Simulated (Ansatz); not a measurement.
SnS: ¹¹⁹Sn Mössbauer parameters

Cell: an entry of the Crystallography Open Database (COD) whose atoms were relaxed with PBE, the cell held.

Space group Pnma (No. 62); a = 11.3200, b = 4.0500, c = 4.2420 Å.

| site | Wyckoff | site symmetry | x | y | z |
| --- | --- | --- | --- | --- | --- |
| Sn | 4c | .m. | 0.1204 | 0.2500 | 0.1080 |
| S | 4c | .m. | 0.8517 | 0.2500 | 0.4769 |

One atom of each set is listed.

Level of theory: DFT, r2SCAN, plane waves and PAW, scalar-relativistic, 500 eV cutoff, Γ-centred 4×11×10 k-points, Fermi–Dirac smearing 0.02 eV (Ansatz 0.2.0).

Isomer shifts (against SnO₂) follow from the electron density at the nucleus, δ = α(ρ − ρ₀), with α = 0.093 mm s⁻¹ a₀³ and ρ₀ = 183072.84 a₀⁻³ from a line fitted to 8 measured compounds at this level of theory (rms miss 0.14 mm/s). ΔE_Q = ½eQV_zz(1 + η²/3)^½ with Q = -0.132 b for the 23.9 keV state.

Problem. Where do the absorption lines lie?

Solution. Sn (4 atoms a cell): δ = 3.39, |ΔE_Q| = 1.04 mm/s, a doublet at 2.87 and 3.91 mm/s.

Without spin–orbit coupling (the program notes it for Sn) the gradients can shift somewhat, as the gap is small. With these PAW files V_zz is typically within 2 to 3 % of all-electron values, but misses above 10 % occur on Sn. Shifts outside the range of the fitted compounds (-0.5 to 3.2 mm/s for Sn) are extrapolations.

The run took 90 s of wall time (90 s of CPU time) and 1.3 GiB at its peak, on 1 thread of Intel Xeon Platinum 8488C (Sapphire Rapids) (x86_64; 16 cores open to the job, memory cap 3.0 GiB, no GPU), a shared host with a load of 0.1 a core.
